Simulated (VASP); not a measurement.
# InSe (R3m) in VASP: a series of runs

Runs on InSe. Level: PBE. Tasks: single point.

Program: VASP 6.6.1. These are calculated values, not measurements. Logs are shortened: lines on timing, memory, paths and dates and some standing lists are left out, and cuts for length are marked.

**The experiment to reproduce.**

“The Interaction of Hydrogen with the van der Waals Crystal γ-InSe”, 2020, pmc:7321205 reports, for a bulk crystal of InSe at 300 K: band gap 1.25 eV.

The results are compared with them further down.

## Step 1: The crystal as given

The structure is trigonal, space group R3m (No. 160). The conventional cell has a = 4.000 Å, b = 4.000 Å, c = 25.320 Å, α = 90.00°, β = 90.00°, γ = 120.00°. Around In (site symmetry 3m) lie 3 Se at 2.63 Å and 1 In at 2.82 Å. In (site symmetry 3m) is surrounded by 3 Se at 2.64 Å and 1 In at 2.82 Å. Around Se (site symmetry 3m) lie 3 In at 2.63 Å. Se (site symmetry 3m) is surrounded by 3 In at 2.64 Å.

## Step 2: Single point, PBE

File INCAR:

```
SYSTEM = InSe
PREC = Accurate
ENCUT = 900
EDIFF = 1E-8
ISMEAR = 0
SIGMA = 0.05
LREAL = .False.
LASPH = .True.
NELM = 100
ALGO = Normal
ISIF = 2
LWAVE = .False.
LCHARG = .False.
GGA = PE
NBANDS = 17
ADDGRID = .False.
```

File KPOINTS:

```
regular mesh
0
Gamma
  10 10 10
  0 0 0
```

File POSCAR:

```
InSe
1.0
    2.0000000000      1.1547005384      8.4400000000
   -2.0000000000      1.1547005384      8.4400000000
    0.0000000000     -2.3094010768      8.4400000000
In Se
2 2
Direct
    0.8886000000      0.8886000000      0.8886000000
    0.0000000000      0.0000000000      0.0000000000
    0.1719000000      0.1719000000      0.1719000000
    0.3835000000      0.3835000000      0.3835000000
```

Potentials or basis: VASP PAW PBE potentials, release 64 (In, Se).

On the command line:

```
$ cat potpaw_PBE.64/In/POTCAR potpaw_PBE.64/Se/POTCAR > POTCAR
$ mpirun -np 1 vasp_std > vasp.out
```

OUTCAR:

```text
SYSTEM = InSe
   PREC = Accurate
   ENCUT = 900
   EDIFF = 1E-8
   ISMEAR = 0
   LREAL = .False.
   LASPH = .True.
   NELM = 100
   ISIF = 2
   GGA = PE

 ion  position               nearest neighbor table
   1  0.889  0.889  0.889-   3 2.63   3 2.63   3 2.63   2 2.82
   2  0.000  0.000  0.000-   4 2.64   4 2.64   4 2.64   1 2.82
   3  0.172  0.172  0.172-   1 2.63   1 2.63   1 2.63
   4  0.383  0.383  0.383-   2 2.64   2 2.64   2 2.64

  LATTYP: Found a trigonal (rhomboedric) cell.
 ALAT       =     8.7502533297
 COS(alpha) =     0.8955162542

  Lattice vectors:

 A1 = (   2.0000000000,   1.1547005384,   8.4400000000)
 A2 = (  -2.0000000000,   1.1547005384,   8.4400000000)
 A3 = (   0.0000000000,  -2.3094010768,   8.4400000000)

Analysis of symmetry for initial positions (statically):
=====================================================================
 Subroutine PRICEL returns:
 Original cell was already a primitive cell.

 Routine SETGRP: Setting up the symmetry group for a
 trigonal (rhombohedral) supercell.

 Subroutine GETGRP returns: Found  6 space group operations
 (whereof  6 operations were pure point group operations)
 out of a pool of 12 trial point group operations.

The static configuration has the point symmetry C_3v.

Analysis of symmetry for dynamics (positions and initial velocities):
=====================================================================
 Subroutine PRICEL returns:
 Original cell was already a primitive cell.

 Routine SETGRP: Setting up the symmetry group for a
 trigonal (rhombohedral) supercell.

 Subroutine GETGRP returns: Found  6 space group operations
 (whereof  6 operations were pure point group operations)
 out of a pool of 12 trial point group operations.

The dynamic configuration has the point symmetry C_3v.

 Subroutine INISYM returns: Found  6 space group operations
 (whereof  6 operations are pure point group operations),
 and found     1 'primitive' translations

----------------------------------------------------------------------------------------

                                     Primitive cell

  volume of cell :     116.9481

  direct lattice vectors                    reciprocal lattice vectors
     2.000000000  1.154700538  8.440000000     0.250000000  0.144337567  0.039494471
    -2.000000000  1.154700538  8.440000000    -0.250000000  0.144337567  0.039494471
     0.000000000 -2.309401077  8.440000000     0.000000000 -0.288675135  0.039494471

  length of vectors
[... 84 lines left out ...]
   ENCUT  =  900.0 eV  66.15 Ry    8.13 a.u.  21.40 21.40 21.40*2*pi/ulx,y,z
   NELM   =    100;   NELMIN=  2; NELMDL= -5     # of ELM steps
   EDIFF  = 0.1E-07   stopping-criterion for ELM
   LREAL  =      F    real-space projection
   EDIFFG = 0.1E-06   stopping-criterion for IOM
   NSW    =      0    number of steps for IOM
   IBRION =     -1    ionic relax: 0-MD 1-quasi-New 2-CG
   NFREE  =      0    steps in history (QN), initial steepest desc. (CG)
   ISIF   =      2    stress and relaxation
   ISYM   =      2    0-nonsym 1-usesym 2-fastsym
   POTIM  = 0.5000    time-step for ionic-motion
   TEBEG  =    0.0;   TEEND  =   0.0 temperature during run
   PSTRESS=    0.0 pullay stress
   NELECT =      18.0000    total number of electrons
   NUPDOWN=      -1.0000    fix difference up-down
   EMIN   =  10.00;   EMAX   =-10.00  energy-range for DOS
   EFERMI =   0.00;   METHOD = LEGACY
   ISMEAR =     0;   SIGMA  =   0.05  broadening in eV -4-tet -1-fermi 0-gaus
   EFERMI_NEDOS =   21; number of points for ismear=-14 and -15
   IALGO  =     38    algorithm
   IMIX   =      4    mixing-type and parameters
     AMIX     =   0.40;   BMIX     =  1.00
     AMIX_MAG =   1.60;   BMIX_MAG =  1.00
  volume/ion in A,a.u.               =      29.24       197.30
  Fermi-wavevector in a.u.,A,eV,Ry     =   0.877340  1.657932 10.472753  0.769726
  Thomas-Fermi vector in A             =   1.997275
   LORBIT       =      0    0 simple, 1 ext, 2 COOP (PROOUT), +10 PAW based schemes
   GGA     = PE    functional components
   LHFCALC =     F    Hartree Fock is set to
   AEXX    =    0.0000 exact exchange contribution
   IVDW    =     0    specifies the selected vdW correction
   LEPSILON=     F    determine dielectric tensor
   LRPA    =     F    only Hartree local field effects (RPA)
 non-spin polarized calculation
 Gauss-broadening in eV      SIGMA  =   0.05
  energy-cutoff  :      900.00
  volume of cell :      116.95
 maximum number of plane-waves:      7194
 NGX is ok and might be reduce to    90
   NGX = 43   NGY = 43   NGZ = 43

 number of electron      18.0000000 magnetization

 Free energy of the ion-electron system (eV)
  ---------------------------------------------------
  ext. energy  EPLUGINS =         0.00000000
  ---------------------------------------------------
  free energy    TOTEN  =       -14.12100574 eV

  energy without entropy =      -14.12100574  energy(sigma->0) =      -14.12100574

 E-fermi :   3.1933     XC(G=0):  -8.6876

 val. band max:        2.9920152273   @ k =   0.5000   0.5000   0.5000
 cond. band min:       3.4344331177   @ k =   0.5000   0.5000   0.5000
 fundamental gap:      0.4424178903
 Fermi energy:         3.1932895249

 k-point     1 :       0.0000    0.0000    0.0000
  band No.  band energies     occupation
      1     -10.6011      2.00000
      2     -10.2768      2.00000
      3      -3.2807      2.00000
      4      -0.4476      2.00000
      5       1.4686      2.00000
      6       1.6537      2.00000
[... 457 lines left out ...]
      4      -2.2698      2.00000
      5      -0.6586      2.00000
      6       0.2990      2.00000
[... 9 lines left out ...]
     16       9.9158      0.00000
     17      10.3540      0.00000

 [... further k-points ...]
[... 5 lines left out ...]
  --------------------------------------------------------------------------------------
  -------------------------------------------------------------------------------------
  Total        2.8035297      2.8035297      1.6635897      0.0000000     -0.0000000      0.0000000
  in kB       38.4080872     38.4080872     22.7910187      0.0000000     -0.0000000      0.0000000
  external PRESSURE =      33.2023977 kB  Pullay stress =       0.0000000 kB

 VOLUME and BASIS-vectors are now :
 -----------------------------------------------------------------------------
  energy-cutoff  :      900.00
  volume of cell :      116.95
      direct lattice vectors                 reciprocal lattice vectors
     2.000000000  1.154700538  8.440000000     0.250000000  0.144337567  0.039494471
    -2.000000000  1.154700538  8.440000000    -0.250000000  0.144337567  0.039494471
     0.000000000 -2.309401077  8.440000000     0.000000000 -0.288675135  0.039494471

 POSITION                                       TOTAL-FORCE (eV/Angst)
 -----------------------------------------------------------------------------------
      0.00000      0.00000     22.49935         0.000000     -0.000000      0.543521
      0.00000      0.00000      0.00000         0.000000      0.000000     -0.525498
      0.00000      0.00000      4.35251         0.000000      0.000000     -0.395997
      0.00000      0.00000      9.71022         0.000000      0.000000      0.377975
 -----------------------------------------------------------------------------------
    total drift:                               -0.000000     -0.000000     -0.000091

  FREE ENERGIE OF THE ION-ELECTRON SYSTEM (eV)
  ---------------------------------------------------
  free  energy   TOTEN  =       -14.1210057357 eV

  energy  without entropy=      -14.1210057357  energy(sigma->0) =      -14.12100574
```

stdout:

```text
POSCAR found type information on POSCAR InSe
 POSCAR found :  2 types and       4 ions
 scaLAPACK will be used
 LDA part: xc-table for (Slater+PW92), standard interpolation
 POSCAR, INCAR and KPOINTS ok, starting setup
 FFT: planning ... GRIDC
 FFT: planning ... GRID_SOFT
 FFT: planning ... GRID
 WAVECAR not read
 entering main loop
```

Wall time 62 min (1 thread of Intel Xeon Platinum 8259CL at 2.50GHz (Skylake/Cascade Lake), shared host); peak memory 1.7 GiB.

What came out:

- Free energy: -14.1210 eV
- Pressure: 3.3 GPa
- Largest force: 0.544 eV/Å
- Band gap on the k mesh: 0.44 eV, direct

Forces in eV/Å, atoms in the order of the input:
```
In   0.000  0.000  0.544
In   0.000  0.000 -0.525
Se   0.000  0.000 -0.396
Se   0.000  0.000  0.378
```

Stress tensor (GPa, compression positive):
```
3.84 0.00 0.00
0.00 3.84 0.00
0.00 0.00 2.28
```

Caveat: spin-orbit coupling is left out, which moves the levels of the heavy elements.

## Step 3: Single point, PBE

Changes to INCAR since step 2:

```diff
@@ -2,4 +2,4 @@
 PREC = Accurate
-ENCUT = 900
-EDIFF = 1E-8
+ENCUT = 520
+EDIFF = 1E-7
 ISMEAR = 0
```

File KPOINTS:

```
regular mesh
0
Gamma
  7 7 7
  0 0 0
```

POSCAR is that of step 2.

Potentials or basis: VASP PAW PBE potentials, release 64 (In, Se).

On the command line:

```
$ cat potpaw_PBE.64/In/POTCAR potpaw_PBE.64/Se/POTCAR > POTCAR
$ mpirun -np 1 vasp_std > vasp.out
```

Run time: 9.4 min. Hardware: 1 thread of Intel Xeon Platinum 8259CL at 2.50GHz (Skylake/Cascade Lake), shared host; peak memory 0.72 GiB.

The run converged, but some of its settings lie outside the range that counts as converged, so its numbers aren't taken as properties of the crystal.

Results:

```
Free energy            : -14.1191 eV
Pressure               : 3.3 GPa
Largest force          : 0.541 eV/Å
Band gap on the k mesh : 0.76 eV, direct
```

Caveat: spin-orbit coupling is left out, which moves the levels of the heavy elements; an odd mesh through Γ misses points on the zone boundary, where band edges often lie.

## Step 4: For comparison

An earlier run on the cell as given: functional PBE; potentials or basis VASP PAW PBE potentials, release 64 (In_d, Se); cutoff 520 eV; k mesh 8 × 8 × 8; occupations fermi-dirac, width 0.05 eV; no spin polarisation.

* Pressure: 2.8 GPa
* Largest force: 0.380 eV/Å
* Band gap on the k mesh: 0.43 eV, direct

## Step 5: Comparison with measurements

Step 2. Against the measured gap of InSe, 1.25 eV (300 K; “The Interaction of Hydrogen with the van der Waals Crystal γ-InSe”, 2020, pmc:7321205), the calculated 0.44 eV is off by -0.81 eV. Spin-orbit coupling on In, Se is left out. The value is that of PBE on a finite k mesh, which can miss the band edges, without temperature or zero-point motion. Semilocal functionals fall short of measured gaps as a rule.
